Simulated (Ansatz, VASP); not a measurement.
# Mg in VASP and in Ansatz

The input INCAR:

```
SYSTEM = Mg
PREC     = Accurate       ! precision mode
ENCUT    = 520            ! plane-wave cutoff, eV
EDIFF    = 1E-7           ! SCF threshold, eV
ISMEAR   = -1             ! smearing method
SIGMA    = 0.05           ! smearing width, eV
LREAL    = .FALSE.        ! projectors in reciprocal space
LASPH    = .TRUE.         ! aspherical terms in the spheres
NELM     = 100            ! most SCF steps
ALGO     = Normal         ! electronic algorithm
ISIF     = 2              ! what is computed and relaxed
LWAVE    = .FALSE.        ! write WAVECAR
LCHARG   = .FALSE.        ! write CHGCAR
GGA      = PE             ! functional
NBANDS   = 7              ! bands
```

The input KPOINTS:

```
regular mesh
0
G
  10 10 9
  0 0 0
```

The input POSCAR:

```
Mg
1.0
    3.0705010501      0.0000000000      0.0000000000
   -1.5352505251      2.6591319118      0.0000000000
    0.0000000000      0.0000000000      3.0650026449
Mg
1
Direct
    0.0000000000      0.0000000000      0.0000000000
```

Contents of input.yaml:

```yaml
crystal:
  lattice:
    - [3.0705010501, 0.0, 0.0]
    - [-1.5352505251, 2.6591319118, 0.0]
    - [0.0, 0.0, 3.0650026449]
  atoms:
    - { symbol: Mg, position: [0.0, 0.0, 0.0] }
hamiltonian:
  xc: pbe
  pseudopotentials: { kind: paw }
kpoints:
  mp_grid: { grid: [10, 10, 9] }
scf:
  occupations: { method: fermi_dirac, width: 0.05 }
output:
  forces: true
  stress: true
  eigenvalues: true
```

Change from the starting cell: volume scaled by 1.02.

Alike in both runs: task single point; functional PBE; k mesh 10 × 10 × 9; occupations fermi-dirac, width 0.05 eV; no spin polarisation.

```csv
,VASP,Ansatz
version,VASP 6.6.1,Ansatz 0.2.0
potentials or method,"VASP PAW PBE potentials, release 64 (Mg)",Ansatz PAW
plane-wave cutoff (eV),520,420
valence electrons in the cell,2,10
```

VASP gave:

| Quantity | Value |
| --- | --- |
| gap on the k mesh at the Fermi level (eV) | none |
| pressure (GPa) | 0.5 |
| largest component of the traceless stress (GPa) | 0.61 |

What did Ansatz give for the same quantities?

gap on the k mesh at the Fermi level (eV): none; pressure (GPa): 0.6; largest component of the traceless stress (GPa): 0.63.

A gap of «none» marks a metal or a gap that the smearing closes. The two sets of potentials don't hold the same shells in valence.
